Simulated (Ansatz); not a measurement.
# KCl: the cell at several levels of theory

The task here is to estimate one member of a computed series from the others.

Program: Ansatz 0.2.0. PAW datasets, plane waves, zero pressure. The calculation is spin-unpolarised, and the structure need not be a phase that has been made.

**Starting point**

Space group P6_3/mmc (No. 194), hexagonal; conventional cell a = 4.914 Å, c = 6.142 Å, 32.10 Å³ an atom. Near K stand 5 Cl at 2.84–3.07 Å; near Cl stand 5 K at 2.84–3.07 Å.

As a file:

```
CELL_PARAMETERS angstrom
4.91356 0.00000 0.00000
-2.45678 4.25527 0.00000
0.00000 0.00000 6.14162
ATOMIC_POSITIONS crystal
K 0.33333 0.66667 0.25000
K 0.66667 0.33333 0.75000
Cl 0.66667 0.33333 0.25000
Cl 0.33333 0.66667 0.75000
```

Set-up of the first run:

File input.yaml:

```yaml
crystal:
  lattice:
    - [4.9135588765, 0.0, 0.0]
    - [-2.4567794382, 4.25526681, 0.0]
    - [0.0, 0.0, 6.1416222]
  atoms:
    - { symbol: K, position: [0.3333333333, 0.6666666667, 0.25] }
    - { symbol: K, position: [0.6666666667, 0.3333333333, 0.75] }
    - { symbol: Cl, position: [0.6666666667, 0.3333333333, 0.25] }
    - { symbol: Cl, position: [0.3333333333, 0.6666666667, 0.75] }
kpoints:
  mp_grid: { grid: [6, 6, 4] }
hamiltonian:
  xc: pbe
scf:
  occupations: { method: fermi_dirac, width: 0.02 }
relax:
  f_tol: 0.005
  cell: {}
```

Steps of the session up to this table: Relaxing with PBE; Relaxing with r2SCAN; Relaxation with PBEsol; Relaxing with LDA; Relaxing with HSE06.

One of the session's tables, all rows but one given; the rest of the session is left out.

| level | a (Å) | c (Å) | volume (Å³/atom) |
| --- | --- | --- | --- |
| PBE | 5.392 | 6.324 | 39.815 |
| r2SCAN | ? | ? | ? |
| PBEsol | 5.300 | 6.188 | 37.630 |
| LDA | 5.164 | 6.027 | 34.802 |
| HSE06 | 5.372 | 6.283 | 39.258 |

Estimate the missing values for r2SCAN.

As computed: a (Å): 5.344; c (Å): 6.239; volume (Å³/atom): 38.572. In the column «a (Å)» it lies between PBEsol (5.300) and HSE06 (5.372).

What this shows: The first relaxation changed the volume by +24.0 % from the start. LDA gives the smallest cell and PBE the largest; they differ by 14.4 % in volume, a mean of 4.6 % in length.
